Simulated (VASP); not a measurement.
# Mg8Sn4H3N in VASP: a series of runs

The runs below take Mg8Sn4H3N through single point, with LDA.

Program: VASP 6.6.1. These are calculated values, not measurements. Logs are shortened: lines on timing, memory, paths and dates and some standing lists are left out, and cuts for length are marked.

### 1 The structure

The cell holds a slab with vacuum, 16 atoms: a = 6.739 Å, b = 6.739 Å, c = 18.054 Å, α = 90.00°, β = 90.00°, γ = 90.00°.

### 2 Single point, LDA

INCAR

```
SYSTEM = Mg8Sn4H3N
  PREC = Accurate
  ENCUT = 520
  EDIFF = 1E-6
  ISMEAR = -1
  SIGMA = 0.15
  LREAL = .FALSE.
  LASPH = .TRUE.
  NELM = 60
  ALGO = Fast
  ISIF = 2
  LWAVE = .FALSE.
  LCHARG = .FALSE.
  GGA = CA
  NBANDS = 54
```

KPOINTS

```
Automatic mesh
0
G
  2 2 1
  0 0 0
```

POSCAR

```
Mg8Sn4H3N
1.0
    6.7390000000      0.0000000000      0.0000000000
    0.0000000000      6.7390000000      0.0000000000
    0.0000000000      0.0000000000     18.0542500000
Mg Sn N H
8 4 1 3
Direct
    0.7502300045      0.7502448434      0.1468075384
    0.2497848345      0.7502300045      0.1468019995
    0.2497699955      0.2497551566      0.1468019995
    0.7502448434      0.2497403176      0.1467743052
    0.7506009794      0.2493693426      0.3343700237
    0.2494138596      0.2490874017      0.3343921791
    0.2494880546      0.7505267844      0.3349571431
    0.7508532423      0.7505861404      0.3344254123
    0.0000000000      0.0000000000      0.0553886204
    0.5000000000      0.5000000000      0.0553886204
    0.0001038730      0.5000148390      0.2433665203
    0.5000000000     -0.0001335510      0.2433665203
    0.4769995548      0.5786912005      0.5235221624
    0.6191571450      0.5441905327      0.5401830594
    0.4387594599      0.7095414750      0.5498151405
    0.3850571301      0.4691052085      0.5442042732
```

Potentials or basis: VASP PAW LDA potentials, release 64 (Mg, Sn_d, N, H).

Started as:

```
$ cat potpaw_LDA.64/Mg/POTCAR potpaw_LDA.64/Sn_d/POTCAR potpaw_LDA.64/N/POTCAR potpaw_LDA.64/H/POTCAR > POTCAR
$ mpirun -np 1 vasp_std > vasp.out
```

OUTCAR:

```text
SYSTEM = Mg8Sn4H3N
   PREC = Accurate
   ENCUT = 520
   EDIFF = 1E-6
   ISMEAR = -1
   LREAL = .FALSE.
   LASPH = .TRUE.
   NELM = 60
   ISIF = 2
   GGA = CA

 ion  position               nearest neighbor table
   1  0.750  0.750  0.147-   9 2.90  10 2.90  12 2.95  11 2.95   4 3.37   2 3.37   2 3.37   4 3.37
                             8 3.39
   2  0.250  0.750  0.147-   9 2.90  10 2.90  12 2.95  11 2.95   3 3.37   1 3.37   1 3.37   3 3.37
                             7 3.40
   3  0.250  0.250  0.147-   9 2.90  10 2.90  11 2.95  12 2.95   2 3.37   4 3.37   2 3.37   4 3.37
                             6 3.39
   4  0.750  0.250  0.147-   9 2.90  10 2.90  12 2.95  11 2.95   1 3.37   3 3.37   3 3.37   1 3.37
                             5 3.39
   5  0.751  0.249  0.334-  12 2.89  11 2.89   8 3.36   6 3.36   6 3.38   8 3.38   4 3.39
   6  0.249  0.249  0.334-  12 2.89  11 2.90   7 3.36   5 3.36   5 3.38   7 3.38   3 3.39
   7  0.249  0.751  0.335-  12 2.90  11 2.90   6 3.36   8 3.36   8 3.38   6 3.38   2 3.40
   8  0.751  0.751  0.334-  11 2.89  12 2.90   7 3.36   5 3.36   5 3.38   7 3.38   1 3.39
   9  0.000  0.000  0.055-   4 2.90   3 2.90   1 2.90   2 2.90
  10  0.500  0.500  0.055-   4 2.90   2 2.90   3 2.90   1 2.90
  11  0.000  0.500  0.243-   8 2.89   5 2.89   6 2.90   7 2.90   2 2.95   3 2.95   1 2.95   4 2.95

  12  0.500  1.000  0.243-   6 2.89   5 2.89   8 2.90   7 2.90   1 2.95   2 2.95   3 2.95   4 2.95

  13  0.477  0.579  0.524-  14 1.03  16 1.03  15 1.03
  14  0.619  0.544  0.540-  13 1.03
  15  0.439  0.710  0.550-  13 1.03
  16  0.385  0.469  0.544-  13 1.03

  LATTYP: Found a simple tetragonal cell.
 ALAT       =     6.7390000000
 C/A-ratio  =     2.6790695949

  Lattice vectors:

 A1 = (   6.7390000000,   0.0000000000,   0.0000000000)
 A2 = (   0.0000000000,   6.7390000000,   0.0000000000)
 A3 = (   0.0000000000,   0.0000000000,  18.0542500000)

Analysis of symmetry for initial positions (statically):
=====================================================================
 Subroutine PRICEL returns:
 Original cell was already a primitive cell.

 Routine SETGRP: Setting up the symmetry group for a
 simple tetragonal supercell.

 Subroutine GETGRP returns: Found  1 space group operations
 (whereof  1 operations were pure point group operations)
 out of a pool of 16 trial point group operations.

The static configuration has the point symmetry C_1 .

Analysis of symmetry for dynamics (positions and initial velocities):
=====================================================================
 Subroutine PRICEL returns:
 Original cell was already a primitive cell.

 Routine SETGRP: Setting up the symmetry group for a
 simple tetragonal supercell.

 Subroutine GETGRP returns: Found  1 space group operations
 (whereof  1 operations were pure point group operations)
 out of a pool of 16 trial point group operations.

The dynamic configuration has the point symmetry C_1 .

 Subroutine INISYM returns: Found  1 space group operations
 (whereof  1 operations are pure point group operations),
 and found     1 'primitive' translations

----------------------------------------------------------------------------------------

                                     Primitive cell

  volume of cell :     819.9179

  direct lattice vectors                    reciprocal lattice vectors
     6.739000000  0.000000000  0.000000000     0.148389969  0.000000000  0.000000000
     0.000000000  6.739000000  0.000000000     0.000000000  0.148389969  0.000000000
     0.000000000  0.000000000 18.054250000     0.000000000  0.000000000  0.055388620

  length of vectors
     6.739000000  6.739000000 18.054250000     0.148389969  0.148389969  0.055388620

  position of ions in fractional coordinates (direct lattice)
     0.750230004  0.750244843  0.146807538
     0.249784834  0.750230004  0.146801999
     0.249769996  0.249755157  0.146801999
     0.750244843  0.249740318  0.146774305
     0.750600979  0.249369343  0.334370024
     0.249413860  0.249087402  0.334392179
[... 8 lines left out ...]
     0.438759460  0.709541475  0.549815141
     0.385057130  0.469105208  0.544204273

  ion indices of the primitive-cell ions
   primitive index   ion index
                 1           1
                 2           2
                 3           3
                 4           4
                 5           5
                 6           6
[... 8 lines left out ...]
                15          15
                16          16

----------------------------------------------------------------------------------------

 KPOINTS: Automatic mesh

Automatic generation of k-mesh.
 Grid dimensions read from file:
 generate k-points for:    2    2    1

 Generating k-lattice:

  Cartesian coordinates                     Fractional coordinates (reciprocal lattice)
     0.074194984  0.000000000  0.000000000     0.500000000  0.000000000  0.000000000
     0.000000000  0.074194984  0.000000000     0.000000000  0.500000000  0.000000000
     0.000000000  0.000000000  0.055388620     0.000000000  0.000000000  1.000000000

  Length of vectors
     0.074194984  0.074194984  0.055388620

  Shift w.r.t. Gamma in fractional coordinates (k-lattice)
     0.000000000  0.000000000  0.000000000

 Subroutine IBZKPT returns following result:
 ===========================================

 Found      4 irreducible k-points:

 Following reciprocal coordinates:
            Coordinates               Weight
  0.000000  0.000000  0.000000      1.000000
  0.500000  0.000000  0.000000      1.000000
  0.000000  0.500000  0.000000      1.000000
  0.500000  0.500000  0.000000      1.000000
   k-points           NKPTS =      4   k-points in BZ     NKDIM =      4   number of bands    NBANDS=     54
   number of dos      NEDOS =    301   number of ions     NIONS =     16
   total plane-waves  NPLWV = 350000
   dimension x,y,z NGX =    50 NGY =   50 NGZ =  140
   dimension x,y,z NGXF=   100 NGYF=  100 NGZF=  280
   ions per type =               8   4   1   3
   NGX,Y,Z   is equivalent  to a cutoff of  12.33, 12.33, 12.89 a.u.
   NGXF,Y,Z  is equivalent  to a cutoff of  24.67, 24.67, 25.78 a.u.
 SYSTEM =  Mg8Sn4H3N
   PREC   = accura    normal or accurate (medium, high low for compatibility)
   ISTART =      0    job   : 0-new  1-cont  2-samecut
   ICHARG =      2    charge: 1-file 2-atom 10-const
   ISPIN  =      1    spin polarized calculation?
   LNONCOLLINEAR =      F non collinear calculations
   LSORBIT =      F    spin-orbit coupling
   LASPH  =      T    aspherical Exc in radial PAW
   ENCUT  =  520.0 eV  38.22 Ry    6.18 a.u.  12.53 12.53 33.57*2*pi/ulx,y,z
   NELM   =     60;   NELMIN=  2; NELMDL= -5     # of ELM steps
   EDIFF  = 0.1E-05   stopping-criterion for ELM
   LREAL  =      F    real-space projection
   EDIFFG = 0.1E-04   stopping-criterion for IOM
   NSW    =      0    number of steps for IOM
   IBRION =     -1    ionic relax: 0-MD 1-quasi-New 2-CG
   NFREE  =      0    steps in history (QN), initial steepest desc. (CG)
   ISIF   =      2    stress and relaxation
   ISYM   =      2    0-nonsym 1-usesym 2-fastsym
   POTIM  = 0.5000    time-step for ionic-motion
   TEBEG  =    0.0;   TEEND  =   0.0 temperature during run
   PSTRESS=    0.0 pullay stress
   NELECT =      80.0000    total number of electrons
   NUPDOWN=      -1.0000    fix difference up-down
   EMIN   =  10.00;   EMAX   =-10.00  energy-range for DOS
   EFERMI =   0.00;   METHOD = LEGACY
   ISMEAR =    -1;   SIGMA  =   0.15  broadening in eV -4-tet -1-fermi 0-gaus
   EFERMI_NEDOS =   21; number of points for ismear=-14 and -15
   IALGO  =     68    algorithm
   IMIX   =      4    mixing-type and parameters
     AMIX     =   0.40;   BMIX     =  1.00
     AMIX_MAG =   1.60;   BMIX_MAG =  1.00
  volume/ion in A,a.u.               =      51.24       345.82
  Fermi-wavevector in a.u.,A,eV,Ry     =   0.753670  1.424230  7.728366  0.568019
  Thomas-Fermi vector in A             =   1.851163
   LORBIT       =      0    0 simple, 1 ext, 2 COOP (PROOUT), +10 PAW based schemes
   GGA     = CA    functional components
   LHFCALC =     F    Hartree Fock is set to
   AEXX    =    0.0000 exact exchange contribution
   IVDW    =     0    specifies the selected vdW correction
   LEPSILON=     F    determine dielectric tensor
   LRPA    =     F    only Hartree local field effects (RPA)
 non-spin polarized calculation
 RMM-DIIS sequential band-by-band and
  energy-cutoff  :      520.00
  volume of cell :      819.92
 maximum number of plane-waves:     22106
   NGX = 25   NGY = 25   NGZ = 67

 number of electron      80.0000034 magnetization

 Free energy of the ion-electron system (eV)
  ---------------------------------------------------
  ext. energy  EPLUGINS =         0.00000000
  ---------------------------------------------------
  free energy    TOTEN  =       -49.45404526 eV

  energy without entropy =      -48.78833715  energy(sigma->0) =      -49.12119120

 E-fermi :  -0.7235     XC(G=0):  -4.8245

 val. band max:       -0.8356052391   @ k =   0.5000   0.0000   0.0000
 cond. band min:      -0.7084270106   @ k =   0.5000   0.0000   0.0000
 fundamental gap:      0.1271782285
 Fermi energy:        -0.7234530871

 k-point     1 :       0.0000    0.0000    0.0000
  band No.  band energies     occupation
      1     -21.7924      2.00000
      2     -21.7905      2.00000
      3     -21.7872      2.00000
      4     -21.7855      2.00000
      5     -21.7760      2.00000
      6     -21.7664      2.00000
[... 44 lines left out ...]
     51       2.1243      0.00000
     52       2.1343      0.00000

 k-point     2 :       0.5000    0.0000    0.0000
  band No.  band energies     occupation
      1     -21.7923      2.00000
      2     -21.7903      2.00000
      3     -21.7875      2.00000
      4     -21.7856      2.00000
      5     -21.7733      2.00000
      6     -21.7692      2.00000
[... 44 lines left out ...]
     51       2.6624      0.00000
     52       2.7818      0.00000

 k-point     3 :       0.0000    0.5000    0.0000
  band No.  band energies     occupation
      1     -21.7923      2.00000
      2     -21.7903      2.00000
      3     -21.7875      2.00000
      4     -21.7856      2.00000
      5     -21.7733      2.00000
      6     -21.7692      2.00000
[... 44 lines left out ...]
     51       2.6907      0.00000
     52       2.7836      0.00000

 k-point     4 :       0.5000    0.5000    0.0000
  band No.  band energies     occupation
      1     -21.7925      2.00000
      2     -21.7905      2.00000
      3     -21.7873      2.00000
      4     -21.7854      2.00000
      5     -21.7737      2.00000
      6     -21.7700      2.00000
[... 44 lines left out ...]
     51       2.4694      0.00000
     52       2.4812      0.00000
 [bands above 52 left out]

------------------------ aborting loop because EDIFF is reached ----------------------------------------

  FORCE on cell =-STRESS in cart. coord.  units (eV):
  Direction    XX          YY          ZZ          XY          YZ          ZX
  --------------------------------------------------------------------------------------
  -------------------------------------------------------------------------------------
  Total       -6.4177332     -6.4987291     -0.4357142     -0.0396912      0.2520791     -0.0797774
  in kB      -12.5407029    -12.6989744     -0.8514162     -0.0775593      0.4925803     -0.1558906
  external PRESSURE =      -8.6970312 kB  Pullay stress =       0.0000000 kB

 VOLUME and BASIS-vectors are now :
 -----------------------------------------------------------------------------
  energy-cutoff  :      520.00
  volume of cell :      819.92
      direct lattice vectors                 reciprocal lattice vectors
     6.739000000  0.000000000  0.000000000     0.148389969  0.000000000  0.000000000
     0.000000000  6.739000000  0.000000000     0.000000000  0.148389969  0.000000000
     0.000000000  0.000000000 18.054250000     0.000000000  0.000000000  0.055388620

 POSITION                                       TOTAL-FORCE (eV/Angst)
 -----------------------------------------------------------------------------------
      5.05580      5.05590      2.65050         0.005153      0.005884     -0.070979
      1.68330      5.05580      2.65040        -0.004870      0.006753     -0.068649
      1.68320      1.68310      2.65040        -0.004263     -0.007814     -0.071687
      5.05590      1.68300      2.64990         0.004789     -0.007294     -0.072187
      5.05830      1.68050      6.03680         0.027483     -0.036939     -0.072560
      1.68080      1.67860      6.03720        -0.029344     -0.043954     -0.073355
[... 8 lines left out ...]
      2.95680      4.78160      9.92650         0.083223     -0.328511     -0.153595
      2.59490      3.16130      9.82520         0.208787      0.265755     -0.155010
 -----------------------------------------------------------------------------------
    total drift:                                0.000050     -0.000046      0.000598

  FREE ENERGIE OF THE ION-ELECTRON SYSTEM (eV)
  ---------------------------------------------------
  free  energy   TOTEN  =       -49.4540452565 eV

  energy  without entropy=      -48.7883371484  energy(sigma->0) =      -49.12119120
```

It took 8.7 min on 1 thread of Intel Xeon Platinum 8375C at 2.90GHz (Ice Lake), shared host; peak memory 0.62 GiB.

Results:

```yaml
Free_energy: -49.4540 eV
Largest_force: 0.411 eV/Å
Band_gap_on_the_k_mesh: none (metal or under the smearing width)
```

Forces in eV/Å, atoms in the order of the input:
```
Mg   0.005  0.006 -0.071
Mg  -0.005  0.007 -0.069
Mg  -0.004 -0.008 -0.072
Mg   0.005 -0.007 -0.072
Mg   0.027 -0.037 -0.073
Mg  -0.029 -0.044 -0.073
Mg  -0.024  0.027 -0.029
Mg   0.036  0.032 -0.053
Sn  -0.002  0.007 -0.092
Sn   0.003 -0.009 -0.074
Sn   0.017  0.001  0.404
Sn  -0.001 -0.037  0.409
N   -0.105  0.076  0.279
H   -0.215  0.049 -0.106
H    0.083 -0.329 -0.154
H    0.209  0.266 -0.155
```

Caveat: the k mesh is coarse (spacing up to 0.47 Å⁻¹), so the values aren't converged.

(Continued in part 2 of 2.)
